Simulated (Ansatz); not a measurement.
# AlO2: the cost of one run

Computed with Ansatz 0.2.0 (DFT PBEsol, scalar-relativistic, plane waves, PAW, unless a step's input says otherwise).

3 further runs of the same task are left out: 3 set aside as unsound or not needed.

### 1 The structure to begin with

Symmetry: Pnma, No. 62, orthorhombic system. The conventional cell has a = 9.260 Å, b = 2.883 Å, c = 4.789 Å, α = 90.00°, β = 90.00°, γ = 90.00°. Al (site symmetry m) is surrounded by 6 O at 1.80 to 2.09 Å. O (site symmetry m) has 3 Al at 1.80 to 1.81 Å in its first shell of neighbours. O (site symmetry m) is surrounded by 3 Al at 1.89 to 2.09 Å.

Structure file:

```xyz
12
Lattice="9.2604 0.0000 0.0000 0.0000 2.8826 0.0000 0.0000 0.0000 4.7887" Properties=species:S:1:pos:R:3 pbc="T T T"
Al    1.4962    0.7206    4.5681
Al    7.7642    2.1619    0.2206
Al    3.1340    2.1619    2.1737
Al    6.1264    0.7206    2.6150
O     7.1605    0.7206    1.1420
O     2.0999    2.1619    3.6467
O     6.7301    2.1619    3.5364
O     2.5303    0.7206    1.2523
O     8.9379    0.7206    4.0551
O     0.3226    2.1619    0.7336
O     4.9528    2.1619    1.6608
O     4.3076    0.7206    3.1280
```

This cell was relaxed beforehand with the same method: volume 10.65 Å³/atom, gap on the mesh none (metal), site moments up to 0.8 μB.

### 2 Tight relaxation for the response runs, with the smearing for a metal

The response runs start from a cell at rest, found with their own mesh and filling of the bands.

Input file input.yaml:

```yaml
crystal:
  lattice:
    - [9.2604138927, 0.0, 0.0]
    - [0.0, 2.8825758687, 0.0]
    - [0.0, 0.0, 4.7887432657]
  atoms:
    - { symbol: Al, position: [0.161568471, 0.25, 0.9539243502] }
    - { symbol: Al, position: [0.838431529, 0.75, 0.0460756498] }
    - { symbol: Al, position: [0.338431529, 0.75, 0.4539243502] }
    - { symbol: Al, position: [0.661568471, 0.25, 0.5460756498] }
    - { symbol: O, position: [0.7732382928, 0.25, 0.2384838027] }
    - { symbol: O, position: [0.2267617072, 0.75, 0.7615161973] }
    - { symbol: O, position: [0.7267617072, 0.75, 0.7384838027] }
    - { symbol: O, position: [0.2732382928, 0.25, 0.2615161973] }
    - { symbol: O, position: [0.9651679398, 0.25, 0.8468079958], spin: 0.9 }
    - { symbol: O, position: [0.0348320602, 0.75, 0.1531920042], spin: 0.9 }
    - { symbol: O, position: [0.5348320602, 0.75, 0.3468079958], spin: 0.9 }
    - { symbol: O, position: [0.4651679398, 0.25, 0.6531920042], spin: 0.9 }
basis:
  ecutwfc: 420
kpoints:
  mp_grid: { grid: [4, 12, 8] }
hamiltonian:
  xc: pbesol
scf:
  occupations: { method: gaussian, width: 0.2 }
output:
  forces: true
  stress: true
  eigenvalues: true
  populations: true
magnetization:
  spin_polarized: true
relax:
  adjacent_minimum: "off"
  f_tol: 0.001
  max_steps: 60
  cell: { stress_tol: 0.01 }
```

The run is started by

```sh
> ansatz run input.yaml --threads 4 --pin off --max-ram 12288MiB --backend cpu --events-out ev --progress --plain --runs-dir out
```

Q: Estimate wall time and peak memory on 4 threads of Intel Xeon 6975P-C (Granite Rapids), shared host.

About 75 s, with a peak of 1.1 GiB.
